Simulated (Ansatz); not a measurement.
ZnO, DFT, LDA, all-electron PAW with datasets made for the crystal, scalar-relativistic (Ansatz 0.2.0), run on 1 thread of Arm Neoverse V2 on a shared host.

The geometry is COD entry 9004178, unchecked; take it as a test cell.

Command: `ansatz run input.yaml --threads 1 --pin off --max-ram 6144MiB --backend cpu --events-out ev --progress --plain --runs-dir out`

```yaml
crystal:
  lattice:
    - [3.2493987239, 0.0, 0.0]
    - [-1.6246993619, 2.8140618419, 0.0]
    - [0.0, 0.0, 5.2038]
  atoms:
    - { symbol: Zn, position: [0.3333333333, 0.6666666667, 0.0] }
    - { symbol: Zn, position: [0.6666666667, 0.3333333333, 0.5] }
    - { symbol: O, position: [0.3333333333, 0.6666666667, 0.3821] }
    - { symbol: O, position: [0.6666666667, 0.3333333333, 0.8821] }
kpoints:
  mp_grid: { grid: [11, 11, 6] }
  band_path:
    path:
      - [0.0, 0.0, 0.0]
      - [0.5, 0.0, 0.0]
      - [0.3333333333, 0.3333333333, 0.0]
      - [0.0, 0.0, 0.0]
      - [0.0, 0.0, 0.5]
      - [0.5, 0.0, 0.5]
      - [0.3333333333, 0.3333333333, 0.5]
      - [0.0, 0.0, 0.5]
      - [0.5, 0.0, 0.5]
    npoints: 8
scf:
  occupations: { method: fermi_dirac, width: 0.02 }
hamiltonian:
  xc: lda
  pseudopotentials: { kind: all_electron, datasets: crystal }
output:
  forces: true
  stress: true
  eigenvalues: true
  efg: { contact_densities: true }
```

How large is the problem that the program sets up?

64 irreducible k-points, 1087 plane waves at Γ, 22 bands.

About how long does it take, and how much memory does it use?

61 s of wall time for 9 SCF iterations, with a peak of 0.88 GiB. Times on shared machines scatter by tens of per cent.

And the same cell and mesh by LAPW (all electrons), asked for forces, stress, eigenvalues, populations, dos and the same band path, on the same hardware?

2.2 min, peak memory 0.58 GiB.

And the same cell and mesh by PAW with the default files, asked for forces, stress, eigenvalues, efg, populations, bader, dos, write_density, write_potential, elf and the same band path, on the same hardware?

43 s, peak memory 0.38 GiB.
